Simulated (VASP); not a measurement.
Crystal: BaF2 (Frankdicksonite).

```
Ba F
1.0
     0.00000    3.10005    3.10005
     3.10005    0.00000    3.10005
     3.10005    3.10005    0.00000
Ba F
1 2
Direct
  0.00000 0.00000 0.00000
  0.25000 0.25000 0.25000
  0.75000 0.75000 0.75000
```

| Property | Result |
| --- | --- |
| Program | VASP 6.6.1 |
| Task | relaxation of cell and atoms |
| Functional | PBE |
| Potentials or basis | VASP PAW PBE potentials, release 64 (Ba_sv, F) |
| Cutoff | 600 eV |
| k mesh | 8 × 8 × 8 |
| Occupations | gaussian, width 0.03 eV |
| Spin | no spin polarisation |

At the start: pressure 2.3 GPa; volume 19.86 Å³/atom.

Question: How do energy, volume and symmetry change on relaxing?

Answer: Over 3 steps the energy falls by 5.4 meV/atom and the volume is 20.65 Å³/atom (+4.0 %); space group Fm-3m (No. 225, to 0.05 Å).

The path:
```csv
step,energy change (eV),largest force (eV/Å),pressure (GPa),volume (Å³)
1,0.0000,0.0000,2.30,59.58
2,-0.0162,0.0000,-0.10,62.07
3,-0.0162,0.0000,0.00,61.95
```

Final structure:
```
Ba F
1.0
     0.00000    3.14062    3.14062
     3.14062    0.00000    3.14062
     3.14062    3.14062    0.00000
Ba F
1 2
Direct
  0.00000 0.00000 0.00000
  0.25000 0.25000 0.25000
  0.75000 0.75000 0.75000
```
